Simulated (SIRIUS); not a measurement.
# TaN (Fm-3m) in SIRIUS: equation of state, part 2 of 2

SIRIUS 7.12.0.

**6. Single point, PBEsol, 11.25 Å³/atom (volume scaled by 1.04)**

sirius.json reads:

```json
{
  "control": {
    "processing_unit": "cpu",
    "verbosity": 2,
    "num_bands_to_print": 16,
    "print_forces": true,
    "print_stress": true
  },
  "parameters": {
    "electronic_structure_method": "pseudopotential",
    "xc_functionals": ["XC_GGA_X_PBE_SOL", "XC_GGA_C_PBE_SOL"],
    "gk_cutoff": 9.2,
    "pw_cutoff": 18.4,
    "ngridk": [10, 10, 10],
    "shiftk": [0, 0, 0],
    "smearing": "fermi_dirac",
    "smearing_width": 0.0018374661,
    "num_bands": 16,
    "num_mag_dims": 0,
    "num_dft_iter": 100,
    "energy_tol": 1e-08,
    "density_tol": 1e-06
  },
  "iterative_solver": {
    "type": "davidson",
    "min_tolerance": 1e-10
  },
  "mixer": {
    "type": "anderson",
    "beta": 0.7,
    "max_history": 8
  },
  "settings": {
    "tol_ne": 1e-10,
    "pseudo_grid_cutoff": 6.5
  },
  "unit_cell": {
    "lattice_vectors": [
      [0.0, 0.707106781187, 0.707106781187],
      [0.707106781187, 0.0, 0.707106781187],
      [0.707106781187, 0.707106781187, 0.0]
    ],
    "lattice_vectors_scale": 5.9874765799,
    "atom_coordinate_units": "lattice",
    "atom_types": ["Ta", "N"],
    "atom_files": {
      "N": "N.json",
      "Ta": "Ta.json"
    },
    "atoms": {
      "Ta": [
        [0.5, 0.5, 0.5]
      ],
      "N": [
        [0.0, 0.0, 0.0]
      ]
    }
  }
}
```

Potentials or basis: PseudoDojo 0.4.1 PBEsol standard (scalar relativistic).

Launch:

```bash
$ upf_to_json N.upf
$ upf_to_json Ta.upf
$ OMP_NUM_THREADS=1 sirius.scf --input=sirius.json --output=out.json --task=0
```

What it wrote:

```text
[info] SIRIUS version : 7.12.0
[info] number of MPI ranks           : 1
[info] MPI grid                      : 1 1
[info] maximum number of OMP threads : 1
[fft] FFT context for density and potential
[fft] =====================================
[fft]   comm size                             : 1
[fft]   plane wave cutoff                     : 18.4
[fft]   grid size                             : 40 40 40   total : 64000
[fft]   grid limits                           : -19 20   -19 20   -19 20
[fft]   number of G-vectors within the cutoff : 8025
[fft]   local number of G-vectors             : 8025
[fft]   number of G-shells                    : 463
[fft] FFT context for coarse grid
[fft] =====================================
[fft]   comm size                             : 1
[fft]   plane wave cutoff                     : 18.4
[fft]   grid size                             : 40 40 40   total : 64000
[fft]   grid limits                           : -19 20   -19 20   -19 20
[fft]   number of G-vectors within the cutoff : 8025
[fft]   local number of G-vectors             : 8025
[fft]   number of G-shells                    : 463
[unit cell] lattice vectors
[unit cell]   a1 :       0.0000000000      4.2337852918      4.2337852918
[unit cell]   a2 :       4.2337852918      0.0000000000      4.2337852918
[... 390 lines left out ...]
[find] <rho|V^{XC}>                   :     -13.58416943
[find] <rho|E^{XC}>                   :     -17.73455711
[find] <mag|B^{XC}>                   :       0.00000000
[find] <rho|V^{H}>                    :      15.71744689
[find] one-electron contribution      :      -4.72851357 (Ha),      -9.45702714 (Ry)
[find] hartree contribution           :       7.85872345
[find] xc contribution                :     -17.73455711
[find] ewald contribution             :     -60.88691598
[find] PAW contribution               :       0.00000000
[find] smearing (-TS)                 :      -0.00022884
[find] SCF correction                 :      -0.00000131
[find] Total energy                   :     -75.49126453 (Ha),    -150.98252907 (Ry)
[find] Free energy (E-TS)             :     -75.49149337 (Ha),    -150.98298674 (Ry)
[find] band gap (eV)                  :       0.00000000
[find] Efermi                         :       0.73971377
[ground_state] === stress tensor components [kbar] ===
[ground_state] === stress_kin ===
[ground_state] -31169.604181    0.000000   -0.000000
[ground_state]     0.000000-31169.604181    0.000000
[ground_state]    -0.000000    0.000000-31169.604181
[ground_state] === stress_har ===
[ground_state] -5077.756510    0.000000    0.000000
[ground_state]     0.000000-5077.756510    0.000000
[ground_state]     0.000000    0.000000-5077.756510
[ground_state] === stress_ewald ===
[ground_state] 39340.859385    0.000000   -0.000000
[ground_state]     0.00000039340.859385    0.000000
[ground_state]    -0.000000    0.00000039340.859385
[ground_state] === stress_vloc ===
[ground_state]  -169.539122    0.000000    0.000000
[ground_state]     0.000000 -169.539122   -0.000000
[ground_state]     0.000000   -0.000000 -169.539122
[ground_state] === stress_xc ===
[ground_state] -7927.441130    0.000000   -0.000000
[ground_state]     0.000000-7927.441130    0.000000
[ground_state]    -0.000000    0.000000-7927.441130
[ground_state] === stress_core ===
[ground_state] 16006.253701   -0.000000   -0.000000
[ground_state]    -0.00000016006.253701    0.000000
[ground_state]    -0.000000    0.00000016006.253701
[ground_state] === stress_nonloc ===
[ground_state] -10782.084421    0.000000   -0.000000
[ground_state]     0.000000-10782.084421   -0.000000
[ground_state]    -0.000000   -0.000000-10782.084421
[ground_state] === stress_us_nl ===
[ground_state] -10782.084421    0.000000   -0.000000
[ground_state]     0.000000-10782.084421   -0.000000
[ground_state]    -0.000000   -0.000000-10782.084421
[ground_state] === stress_total ===
[ground_state]   220.687722   -0.000000   -0.000000
[ground_state]    -0.000000  220.687722    0.000000
[ground_state]    -0.000000    0.000000  220.687722
[ground_state] ==== total Forces in Ha/bohr =====
[ground_state] atom:    0, force:       0.0000000      0.0000000      0.0000000
[... 14 lines left out ...]
[ground_state] atom:    0, force:       0.0000000      0.0000000      0.0000000
[ground_state] atom:    1, force:       0.0000000      0.0000000      0.0000000
[~DFT_ground_state] local op. applied: 24746
[~DFT_ground_state] evp. work count: 6226.14
[~DFT_ground_state] number of iterative solver steps: 1352
```

It took 23 s on 1 thread of Intel Xeon 6975P-C (Granite Rapids), shared host; peak memory 0.29 GiB.

What came out:

* Free energy: -2054.2282 eV
* Pressure: -22.1 GPa
* Band gap on the k mesh: none (metal or under the smearing width)

**7. Single point, PBEsol, 11.46 Å³/atom (volume scaled by 1.06)**

Changes to sirius.json since step 6:

```diff
@@ -42,3 +42,3 @@
     ],
-    "lattice_vectors_scale": 5.9874765799,
+    "lattice_vectors_scale": 6.0256144017,
     "atom_coordinate_units": "lattice",
```

Launch:

```bash
$ upf_to_json N.upf
$ upf_to_json Ta.upf
$ OMP_NUM_THREADS=1 sirius.scf --input=sirius.json --output=out.json --task=0
```

It took 24 s on 1 thread of Intel Xeon 6975P-C (Granite Rapids), shared host; peak memory 0.28 GiB.

Results (log left out):

```yaml
Free_energy: -2054.1623 eV
Pressure: -26.7 GPa
Band_gap_on_the_k_mesh: none (metal or under the smearing width)
```

**8. Equation of state, PBEsol**

This step only gathers the single runs of the series.

Results:

| Item | Value |
| --- | --- |
| Equilibrium volume | 10.45 Å³/atom |
| Bulk modulus | 355 GPa |
| Pressure derivative of the bulk modulus | 4.4 |

Energy against volume, from the lowest point:
| volume (Å³/atom) | energy (meV/atom) |
| --- | --- |
| 10.164 | 8.82 |
| 10.381 | 0.00 |
| 10.597 | 1.50 |
| 10.813 | 12.23 |
| 11.030 | 31.21 |
| 11.246 | 57.57 |
| 11.462 | 90.51 |

The run has no spin-orbit coupling, so splittings on Ta are missing.
